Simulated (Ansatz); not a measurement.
**Moving the functional in LuH2**

The cell as given:

```yaml
crystal:
  lattice:
    - [0.00000, 2.51650, 2.51650]
    - [2.51650, 0.00000, 2.51650]
    - [2.51650, 2.51650, 0.00000]
  atoms:
    - { symbol: Lu, position: [0.00000, 0.00000, 0.00000] }
    - { symbol: H, position: [0.75000, 0.75000, 0.75000] }
    - { symbol: H, position: [0.25000, 0.25000, 0.25000] }
```

Kept alike: task relaxation of cell and atoms; k mesh 9 × 9 × 9; occupations fermi-dirac, width 0.05 eV; no spin polarisation. Program: Ansatz, Ansatz PAW. Cutoffs run from 420 to 500 eV. The mesh is that of the run's cell of 3 atoms. No spin-orbit coupling.

| run | volume (Å³/atom) |
| --- | --- |
| A | 10.375 |
| B | 10.163 |
| C | 9.868 |
| D | 10.858 |

The relaxations keep at least the cell's symmetry (Fm-3m). For a metal such a mesh leaves the last digits unconverged. Relaxations stop with a little pressure left, so the last digits of a volume or edge aren't settled. Ansatz's relaxations hold a Pulay term in the stress (up to 0.2 GPa here). All rows use potentials made for PBE.

Problem. The runs differ in the functional (and the cutoff that goes with it) alone: BLYP; LDA; PBEsol; r2SCAN. Which run is which?

Solution. Run A is r2SCAN; run B is PBEsol; run C is LDA; run D is BLYP. The volume runs from 9.868 (LDA) to 10.858 Å³/atom (BLYP). Measured: 10.62 Å³/atom (pmc:10396964, doi:10.1038/s41586-023-06162-w); nearest BLYP; r2SCAN, 0.24 Å³/atom off. The runs are for a static lattice.
